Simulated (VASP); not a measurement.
# Ce (Im-3m) in VASP: notebook, part 2 of 2

VASP 6.6.1. Earlier steps stand in the parts before.

**4. Single point, PBE, collinear spin, ferromagnetic start**

INCAR

```
PREC     = Accurate       # precision mode
ENCUT    = 400            # plane-wave cutoff, eV
EDIFF    = 1E-6           # SCF threshold, eV
ISMEAR   = 0              # smearing method
SIGMA    = 0.2            # smearing width, eV
LREAL    = F              # projectors in reciprocal space
LASPH    = T              # aspherical terms in the spheres
NELM     = 100            # most SCF steps
ALGO     = Normal         # electronic algorithm
ISIF     = 2              # what is computed and relaxed
LWAVE    = F              # write WAVECAR
LCHARG   = F              # write CHGCAR
ISPIN    = 2              # spin polarisation
MAGMOM   = 1              # initial moments
LORBIT   = 11             # projections on sites
LMAXMIX  = 6              # l up to which the mixer works
GGA      = PE             # functional
NBANDS   = 16             # bands
ADDGRID  = F
```

KPOINTS

```
regular mesh
0
Gamma
  3 3 3
```

POSCAR

```
Ce
1.0
   -1.9432985503      1.9432985503      1.9432985503
    1.9432985503     -1.9432985503      1.9432985503
    1.9432985503      1.9432985503     -1.9432985503
Ce
1
Direct
    0.0000000000      0.0000000000      0.0000000000
```

Potentials or basis: VASP PAW PBE potentials, release 64 (Ce).

Started as:

```console
> cat potpaw_PBE.64/Ce/POTCAR > POTCAR
> mpirun -np 1 vasp_std > vasp.out
```

OUTCAR:

```text
PREC = Accurate
   ENCUT = 400
   EDIFF = 1E-6
   ISMEAR = 0
   LREAL = F
   LASPH = T
   NELM = 100
   ISIF = 2
   ISPIN = 2
   LORBIT = 11
   GGA = PE

 Found      4 irreducible k-points:

 Following reciprocal coordinates:
            Coordinates               Weight
  0.000000  0.000000  0.000000      1.000000
  0.333333  0.000000  0.000000     12.000000
  0.333333  0.333333  0.000000      8.000000
 -0.333333  0.333333  0.333333      6.000000
   k-points           NKPTS =      4   k-points in BZ     NKDIM =      4   number of bands    NBANDS=     16
   number of dos      NEDOS =    301   number of ions     NIONS =      1
   total plane-waves  NPLWV =  13824
   dimension x,y,z NGX =    24 NGY =   24 NGZ =   24
   dimension x,y,z NGXF=    48 NGYF=   48 NGZF=   48
[... 233 lines left out ...]
  Total       -1.4998894     -1.4998894     -1.4998894     -0.0000000     -0.0000000      0.0000000
  in kB      -81.8636759    -81.8636759    -81.8636759     -0.0000000     -0.0000000      0.0000000
  external PRESSURE =     -81.8636759 kB  Pullay stress =       0.0000000 kB

 VOLUME and BASIS-vectors are now :
 -----------------------------------------------------------------------------
  energy-cutoff  :      400.00
  volume of cell :       29.35
      direct lattice vectors                 reciprocal lattice vectors
    -1.943298550  1.943298550  1.943298550     0.000000000  0.257294485  0.257294485
     1.943298550 -1.943298550  1.943298550     0.257294485  0.000000000  0.257294485
     1.943298550  1.943298550 -1.943298550     0.257294485  0.257294485  0.000000000

 POSITION                                       TOTAL-FORCE (eV/Angst)
 -----------------------------------------------------------------------------------
      0.00000      0.00000      0.00000        -0.000000     -0.000000      0.000000
 -----------------------------------------------------------------------------------
    total drift:                                0.000000      0.000000      0.000000

  FREE ENERGIE OF THE ION-ELECTRON SYSTEM (eV)
  ---------------------------------------------------
  free  energy   TOTEN  =        -6.0117993898 eV

  energy  without entropy=       -5.9045125226  energy(sigma->0) =       -5.95815596

 total charge

# of ion       s       p       d       f       tot
--------------------------------------------------
    1        2.053   5.548   1.233   1.004   9.838

 magnetization (x)

# of ion       s       p       d       f       tot
--------------------------------------------------
    1       -0.000   0.006   0.081   0.781   0.867
```

OSZICAR:

```text
N       E                     dE             d eps       ncg     rms          rms(c)
DAV:   1     0.762035001624E+02    0.76204E+02   -0.38729E+03   264   0.737E+02
DAV:   2    -0.533272582946E+00   -0.76737E+02   -0.66497E+02   312   0.139E+02
DAV:   3    -0.625966553370E+01   -0.57264E+01   -0.55430E+01   296   0.485E+01
DAV:   4    -0.646918481411E+01   -0.20952E+00   -0.20927E+00   464   0.697E+00
DAV:   5    -0.646975125838E+01   -0.56644E-03   -0.56643E-03   312   0.507E-01    0.750E+00
DAV:   6    -0.737486450658E+01   -0.90511E+00   -0.16334E+01   264   0.156E+01    0.123E+01
DAV:   7    -0.610180465650E+01    0.12731E+01   -0.36589E+00   256   0.162E+01    0.354E+00
DAV:   8    -0.600418432472E+01    0.97620E-01   -0.10607E-01   328   0.268E+00    0.134E+00
DAV:   9    -0.600889124033E+01   -0.47069E-02   -0.23806E-02   368   0.137E+00    0.942E-01
DAV:  10    -0.601081892340E+01   -0.19277E-02   -0.86094E-03   288   0.968E-01    0.405E-01
DAV:  11    -0.601140491162E+01   -0.58599E-03   -0.12391E-03   312   0.296E-01    0.240E-01
DAV:  12    -0.601173969834E+01   -0.33479E-03   -0.54512E-04   328   0.174E-01    0.878E-02
DAV:  13    -0.601178990088E+01   -0.50203E-04   -0.10481E-04   304   0.852E-02    0.365E-02
DAV:  14    -0.601180014299E+01   -0.10242E-04   -0.28011E-05   328   0.425E-02    0.258E-02
DAV:  15    -0.601179938978E+01    0.75320E-06   -0.48213E-06   328   0.182E-02
   1 F= -.60117994E+01 E0= -.59581560E+01  d E =-.107287E+00  mag=     1.0186
```

stdout:

```text
POSCAR found type information on POSCAR Ce
 POSCAR found :  1 types and       1 ions
 scaLAPACK will be used
 LDA part: xc-table for (Slater+PW92), standard interpolation
 POSCAR, INCAR and KPOINTS ok, starting setup
 FFT: planning ... GRIDC
 FFT: planning ... GRID_SOFT
 FFT: planning ... GRID
 WAVECAR not read
 entering main loop
```

Wall time 5.4 s (1 thread of Intel Xeon 6975P-C (Granite Rapids), shared host); peak memory 0.15 GiB.

The run converged, but some of its settings lie outside the range that counts as converged, so its numbers aren't taken as properties of the crystal.

Results:

```yaml
Free_energy: -6.0118 eV
Pressure: -8.2 GPa
Band_gap_on_the_k_mesh: none (metal or under the smearing width)
Net_moment: 1.02 μB per cell
Site_moments: Ce +0.87 μB
Valence_electrons_inside_the_program's_atomic_spheres: Ce 9.84
```

Caveat: the k mesh is coarse (spacing up to 0.76 Å⁻¹), so the values aren't converged; the magnetic or orbital state may not be the lowest; spin-orbit coupling is left out, which moves the levels of the heavy elements.

**5. Single point, PBE, collinear spin, ferromagnetic start**

This run uses another cell than the first one, of the same volume but with other edges.

INCAR is that of step 4.

KPOINTS is that of step 4.

POSCAR

```
Ce
1.0
   -1.9824590000      1.9831840000      1.9962140000
    1.9307920000     -1.9490850000      1.9104480000
    1.9370660000      1.9036920000     -1.9621150000
Ce
1
Direct
   -0.0084250000     -0.0182580000     -0.0014360000
```

Started as:

```console
> cat potpaw_PBE.64/Ce/POTCAR > POTCAR
> mpirun -np 1 vasp_std > vasp.out
```

It took 7.5 s on 1 thread of Intel Xeon 6975P-C (Granite Rapids), shared host; peak memory 0.15 GiB.

These settings aren't checked as converged: the numbers below hold their error.

What came out:

- Free energy: -6.0100 eV
- Pressure: -7.9 GPa
- Band gap on the k mesh: none (metal or under the smearing width)
- Net moment: 1.04 μB per cell
- Site moments: Ce +0.88 μB
- Valence electrons inside the program's atomic spheres: Ce 9.84

Caveat: the k mesh is coarse (spacing up to 0.77 Å⁻¹), so the values aren't converged; the magnetic or orbital state may not be the lowest; spin-orbit coupling is left out, which moves the levels of the heavy elements.

**6. For comparison**

An earlier run on the cell as given: functional PBE; potentials or basis VASP PAW PBE potentials, release 64 (Ce); cutoff 520 eV; k mesh 10 × 10 × 10; occupations fermi-dirac, width 0.05 eV; collinear spin, ferromagnetic start; starting moments [1.0] μB.

* Pressure: -0.8 GPa
* Band gap on the k mesh: none (metal or under the smearing width)
* Net moment: 1.00 μB per cell
* Site moments: Ce +0.79 μB
* Valence electrons inside the program's atomic spheres: Ce 9.81
